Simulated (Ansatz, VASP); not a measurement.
Given: the input of a run of Ansatz 0.2.0 on SnSe.

input.yaml

```yaml
crystal:
  lattice:
    - [4.197847211, 0.0, 0.0]
    - [0.0, 4.197847211, 0.0]
    - [0.0, 0.0, 10.7663293357]
  atoms:
    - { symbol: Sn, position: [0.0, 0.5, 0.62777089] }
    - { symbol: Sn, position: [0.5, 0.0, 0.37222911] }
    - { symbol: Se, position: [0.0, 0.5, 0.38396051] }
    - { symbol: Se, position: [0.5, 0.0, 0.61603949] }
kpoints:
  mp_grid: { grid: [6, 6, 3] }
scf:
  occupations: { method: fermi_dirac, width: 0.05 }
hamiltonian:
  xc: lda
  pseudopotentials: { kind: all_electron, lapw: { basis_error: 0.002 } }
output:
  forces: true
  stress: true
  eigenvalues: true
```

Potentials or basis: all-electron LAPW, scalar-relativistic.

Launch:

```bash
$ ansatz run input.yaml --threads 2 --pin off --max-ram 8192MiB --backend cpu --events-out ev --progress --plain --runs-dir out
```

Task: Set up the same calculation for VASP 6.6.1. Potentials there: VASP PAW LDA potentials, release 64 (Sn_d, Se).

Result: As run (the cutoff follows the program's own potentials):

The input INCAR:

```
SYSTEM = SnSe
PREC = Accurate
ENCUT = 520
EDIFF = 1E-6
ISMEAR = -1
SIGMA = 0.05
LREAL = .False.
LASPH = .True.
NELM = 60
ALGO = Normal
ISIF = 2
LWAVE = .False.
LCHARG = .False.
GGA = CA
NBANDS = 28
```

Contents of KPOINTS:

```
regular mesh
0
Gamma
  6 6 3
  0 0 0
```

The input POSCAR:

```
SnSe
1.0
    4.1978472110      0.0000000000      0.0000000000
    0.0000000000      4.1978472110      0.0000000000
    0.0000000000      0.0000000000     10.7663293357
Sn Se
2 2
Direct
    0.0000000000      0.5000000000      0.6277708900
    0.5000000000      0.0000000000      0.3722291100
    0.0000000000      0.5000000000      0.3839605100
    0.5000000000      0.0000000000      0.6160394900
```

Potentials or basis: VASP PAW LDA potentials, release 64 (Sn_d, Se).

The run is started by

```sh
$ cat potpaw_LDA.64/Sn_d/POTCAR potpaw_LDA.64/Se/POTCAR > POTCAR
$ mpirun -np 1 vasp_std > vasp.out
```

Both were run:

|  | VASP | Ansatz | Ansatz less VASP |
| --- | --- | --- | --- |
| gap on the k mesh at the Fermi level (eV) | 1.38 | 1.40 | +0.017 |
| least direct gap on the mesh (eV) | 1.38 | 1.40 | +0.017 |
| rms of the force components (eV/Å) | 0.166 | 0.151 | -0.0153 |

Atom by atom the forces differ by 0.016 eV/Å (rms over components). Ansatz ran all-electron here, so the differences hold the error of VASP's frozen core and of both bases.

Caveats: spin-orbit coupling is left out, which moves the levels of the heavy elements.
